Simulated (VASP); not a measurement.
Runs of VASP 6.6.1 on SrCl2. All rows change the cell; the cell of one of them follows. It takes space group I4/mmm (No. 139, tetragonal). Conventional cell: a = 4.929 Å, b = 4.929 Å, c = 7.006 Å, α = 90.00°, β = 90.00°, γ = 90.00°. Sr (site symmetry 4/mmm) is surrounded by 8 Cl at 3.02 Å. Around Cl (site symmetry -4m2) lie 4 Sr at 3.02 Å. 

```tsv
cell	gap on the mesh (eV)	pressure (GPa)
strain +0.0050 x Voigt [0, 1, 0, 0, 0, 0], atoms carried along	5.95	0.2
strain -0.0200 x Voigt [0, 1, 0, 0, 0, 0], atoms carried along	5.88	(b)
strain -0.0100 x Voigt [0, 1, 0, 0, 0, 0], atoms carried along	(a)	0.8
strain +0.0150 x Voigt [0, 1, 0, 0, 0, 0], atoms carried along	5.88	-0.1
```

Alike in all rows: task single point; level r2SCAN; potentials or basis VASP PAW PBE potentials, release 64 (Sr_sv, Cl); no spin polarisation; k mesh 6 × 6 × 6; cutoff (eV) 520; smearing gaussian 0.05 eV.

Estimate the missing entries.

(a) 5.94; (b) 1.3.

Caveats: the PAW data sets were made with another functional, which shifts forces and pressure a little.

A k mesh can miss the band edges, and the runs leave out spin-orbit coupling on Sr.
